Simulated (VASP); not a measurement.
**Input and output of a VASP r²SCAN single-point calculation on RbBr (zincblende)**

INCAR

```
IBRION = -1
LASPH = .TRUE.
NSW = 0
PREC = Accurate
ALGO = Normal
EDIFF = 1E-7
LELF = .TRUE.
ISIF = 2
ENCUT = 520
SIGMA = 0.01
LCHARG = .TRUE.
METAGGA = R2SCAN
LWAVE = .FALSE.
LREAL = .FALSE.
NELM = 120
ISMEAR = 0
NBANDS = 15
```

KPOINTS

```
KPOINTS created by Atomic Simulation Environment
0
Gamma
6 6 6
0 0 0
```

KPOINTS_OPT

```
special points
7
Reciprocal
0.0000000000 0.0000000000 0.0000000000 1
-0.5000000000 -0.5000000000 0.0000000000 1
-0.3750000000 -0.3750000000 0.2500000000 1
-0.3750000000 0.0000000000 0.3750000000 1
0.0000000000 0.0000000000 0.5000000000 1
-0.5000000000 -0.2500000000 0.2500000000 1
0.0000000000 0.5000000000 0.5000000000 1
```

POSCAR

```
Rb Br
 1.0000000000000000
     0.0000000000000000    3.8694968646209045    3.8694968646209045
     3.8694968646209045    0.0000000000000000    3.8694968646209045
     3.8694968646209045    3.8694968646209045    0.0000000000000000
 Rb  Br
   1   1
Cartesian
 -0.0000000000000000  0.0000000000000000  0.0000000000000000
  1.9347484323104520  1.9347484323104520  1.9347484323104520
```

VASP ran with the recommended PBE PAW datasets (16 valence electrons in the cell).

Command

```
mpirun -np 1 vasp_std
```

From OUTCAR

```
k-points           NKPTS =     16   k-points in BZ     NKDIM =     16   number of bands    NBANDS=     15

   NELECT =      16.0000    total number of electrons

   dimension x,y,z NGX =    42 NGY =   42 NGZ =   42
   dimension x,y,z NGXF=    84 NGYF=   84 NGZF=   84

  energy-cutoff  :      520.00
  volume of cell :      115.88
      direct lattice vectors                 reciprocal lattice vectors
     0.000000000  3.869496865  3.869496865    -0.129215766  0.129215766  0.129215766
     3.869496865  0.000000000  3.869496865     0.129215766 -0.129215766  0.129215766
     3.869496865  3.869496865  0.000000000     0.129215766  0.129215766 -0.129215766

 k-points in reciprocal lattice and weights: KPOINTS created by Atomic Simulation Env
   0.00000000  0.00000000  0.00000000       0.005
   0.16666667  0.00000000  0.00000000       0.037
   0.33333333  0.00000000  0.00000000       0.037
   0.50000000  0.00000000  0.00000000       0.019
   0.16666667  0.16666667  0.00000000       0.028
   0.33333333  0.16666667  0.00000000       0.111
   0.50000000  0.16666667  0.00000000       0.111
  -0.33333333  0.16666667  0.00000000       0.111
   ...

 E-fermi :  -3.3929

 k-point     1 :       0.0000    0.0000    0.0000
  band No.  band energies     occupation
      1     -28.8084      2.00000
      2     -15.7464      2.00000
      3     -12.3649      2.00000
      4     -12.3649      2.00000
      5     -12.3649      2.00000
      6      -3.5289      2.00000
      7      -3.5289      2.00000
      8      -3.5289      2.00000
      9       1.2055      0.00000
     10       5.4437      0.00000
     11       5.4437      0.00000
     12       6.3963      0.00000
     13       6.3963      0.00000
     14       6.3963      0.00000
     15       7.5081      0.00000

 k-point     2 :       0.1667    0.0000    0.0000
  band No.  band energies     occupation
      1     -28.8078      2.00000
      2     -15.7578      2.00000
      3     -12.3680      2.00000
      4     -12.3680      2.00000
      5     -12.3522      2.00000
      6      -3.5921      2.00000
      7      -3.5174      2.00000
      8      -3.5174      2.00000
      9       1.5922      0.00000
     10       5.1598      0.00000
     11       5.1598      0.00000
     12       5.9459      0.00000
     13       6.6603      0.00000
     14       6.9386      0.00000
     15       6.9386      0.00000

 k-point     3 :       0.3333    0.0000    0.0000
  band No.  band energies     occupation
      1     -28.8067      2.00000
      2     -15.7802      2.00000
      3     -12.3742      2.00000
      4     -12.3742      2.00000
      5     -12.3277      2.00000
      6      -3.6885      2.00000
      7      -3.4950      2.00000
      8      -3.4950      2.00000
      9       2.4911      0.00000
     10       4.6900      0.00000
     11       5.0048      0.00000
     12       5.0048      0.00000
     13       6.4925      0.00000
     14       6.7959      0.00000
     15       6.7959      0.00000

 k-point     4 :       0.5000    0.0000    0.0000
  band No.  band energies     occupation
      1     -28.8061      2.00000
      2     -15.7912      2.00000
      3     -12.3773      2.00000
      4     -12.3773      2.00000
      5     -12.3161      2.00000
      6      -3.7243      2.00000
      7      -3.4842      2.00000
      8      -3.4842      2.00000
      9       3.5010      0.00000
     10       3.5163      0.00000
     11       5.0301      0.00000
     12       5.0301      0.00000
     13       6.5410      0.00000
     14       6.5410      0.00000
     15       7.1648      0.00000

 k-point     5 :       0.1667    0.1667    0.0000
  band No.  band energies     occupation
      1     -28.8076      2.00000
      2     -15.7616      2.00000
      3     -12.3724      2.00000
      4     -12.3724      2.00000
      5     -12.3412      2.00000
      6      -3.6209      2.00000
      7      -3.5086      2.00000
      8      -3.5086      2.00000
      9       1.7214      0.00000
     10       4.5413      0.00000
     11       5.6761      0.00000
     12       6.4493      0.00000
     13       6.6756      0.00000
     14       6.6756      0.00000
     15       6.9934      0.00000

 k-point     6 :       0.3333    0.1667    0.0000
  band No.  band energies     occupation
      1     -28.8067      2.00000
      2     -15.7801      2.00000
      3     -12.3821      2.00000
      4     -12.3792      2.00000
      5     -12.3146      2.00000
      6      -3.6908      2.00000
      7      -3.5021      2.00000
      8      -3.4868      2.00000
      9       2.4303      0.00000
     10       4.1621      0.00000
     11       5.4176      0.00000
     12       5.5858      0.00000
     13       6.5777      0.00000
     14       6.7695      0.00000
     15       7.0848      0.00000

 k-point     7 :       0.5000    0.1667    0.0000
  band No.  band energies     occupation
      1     -28.8059      2.00000
      2     -15.7947      2.00000
      3     -12.3933      2.00000
      4     -12.3817      2.00000
      5     -12.2935      2.00000
      6      -3.7059      2.00000
      7      -3.5191      2.00000
      8      -3.4741      2.00000
      9       3.2316      0.00000
     10       3.8150      0.00000
     11       4.8768      0.00000
     12       5.2582      0.00000
     13       6.6667      0.00000
     14       6.8813      0.00000
     15       7.1121      0.00000

 k-point     8 :      -0.3333    0.1667    0.0000
  band No.  band energies     occupation
      1     -28.8061      2.00000
      2     -15.7911      2.00000
      3     -12.3943      2.00000
      4     -12.3773      2.00000
      5     -12.2988      2.00000
      6      -3.6867      2.00000
      7      -3.5265      2.00000
      8      -3.4826      2.00000
      9       2.9757      0.00000
     10       4.1691      0.00000
     11       4.8771      0.00000
     12       5.0128      0.00000
     13       6.8251      0.00000
     14       6.9446      0.00000
     15       6.9694      0.00000

 k-point     9 :      -0.1667    0.1667    0.0000
  band No.  band energies     occupation
      1     -28.8070      2.00000
      2     -15.7728      2.00000
      3     -12.3820      2.00000
      4     -12.3705      2.00000
      5     -12.3275      2.00000
      6      -3.6480      2.00000
      7      -3.5140      2.00000
      8      -3.5040      2.00000
      9       2.1431      0.00000
     10       4.7977      0.00000
     11       4.8412      0.00000
     12       5.6850      0.00000
     13       6.5917      0.00000
     14       6.8896      0.00000
     15       7.1749      0.00000

 k-point    10 :       0.3333    0.3333    0.0000
  band No.  band energies     occupation
      1     -28.8061      2.00000
      2     -15.7911      2.00000
      3     -12.3873      2.00000
      4     -12.3873      2.00000
      5     -12.2950      2.00000
      6      -3.7619      2.00000
      7      -3.4660      2.00000
      8      -3.4660      2.00000
      9       2.7743      0.00000
     10       3.7809      0.00000
     11       5.3809      0.00000
     12       6.3175      0.00000
     13       6.5789      0.00000
     14       6.5789      0.00000
     15       7.4590      0.00000

 k-point    11 :       0.5000    0.3333    0.0000
  band No.  band energies     occupation
      1     -28.8055      2.00000
      2     -15.8019      2.00000
      3     -12.3993      2.00000
      4     -12.3904      2.00000
      5     -12.2745      2.00000
      6      -3.7634      2.00000
      7      -3.4868      2.00000
      8      -3.4539      2.00000
      9       3.0351      0.00000
     10       3.8334      0.00000
     11       5.3235      0.00000
     12       5.8598      0.00000
     13       6.7165      0.00000
     14       6.8966      0.00000
     15       6.9125      0.00000

 k-point    12 :      -0.3333    0.3333    0.0000
  band No.  band energies     occupation
      1     -28.8055      2.00000
      2     -15.8018      2.00000
      3     -12.4076      2.00000
      4     -12.3854      2.00000
      5     -12.2716      2.00000
      6      -3.6833      2.00000
      7      -3.5614      2.00000
      8      -3.4622      2.00000
      9       3.1586      0.00000
     10       3.9640      0.00000
     11       5.1153      0.00000
     12       5.2153      0.00000
     13       6.7023      0.00000
     14       7.0746      0.00000
     15       7.2855      0.00000

 k-point    13 :       0.5000    0.5000    0.0000
  band No.  band energies     occupation
      1     -28.8053      2.00000
      2     -15.8055      2.00000
      3     -12.3948      2.00000
      4     -12.3948      2.00000
      5     -12.2725      2.00000
      6      -3.8159      2.00000
      7      -3.4437      2.00000
      8      -3.4437      2.00000
      9       2.9513      0.00000
     10       3.8453      0.00000
     11       5.9346      0.00000
     12       6.3526      0.00000
     13       6.3648      0.00000
     14       6.3648      0.00000
     15       6.8819      0.00000

 ...

  Total        0.0097058      0.0097058      0.0097058     -0.0000000      0.0000000      0.0000000
  in kB        0.1341993      0.1341993      0.1341993     -0.0000000      0.0000000      0.0000000
  external PRESSURE =       0.1341993 kB  Pullay stress =       0.0000000 kB

 POSITION                                       TOTAL-FORCE (eV/Angst)
 -----------------------------------------------------------------------------------
      0.00000      0.00000      0.00000        -0.000000     -0.000000     -0.000000
      1.93475      1.93475      1.93475         0.000000      0.000000      0.000000
 -----------------------------------------------------------------------------------
    total drift:                               -0.000000     -0.000000     -0.000000

  FREE ENERGIE OF THE ION-ELECTRON SYSTEM (eV)
  ---------------------------------------------------
  free  energy   TOTEN  =       -30.8789811045 eV

  energy  without entropy=      -30.8789811045  energy(sigma->0) =      -30.87898110
```

```
gap between bands v and c : 4.65 eV
least direct gap          : 4.73 eV
pressure                  : 0.0 GPa
```

Band v is the last that the valence electrons fill when counted band by band, and c is the next.

The run took about 1.9 min on one core of a shared host (Intel Xeon Platinum 8488C) and held 0.3 GiB at most.
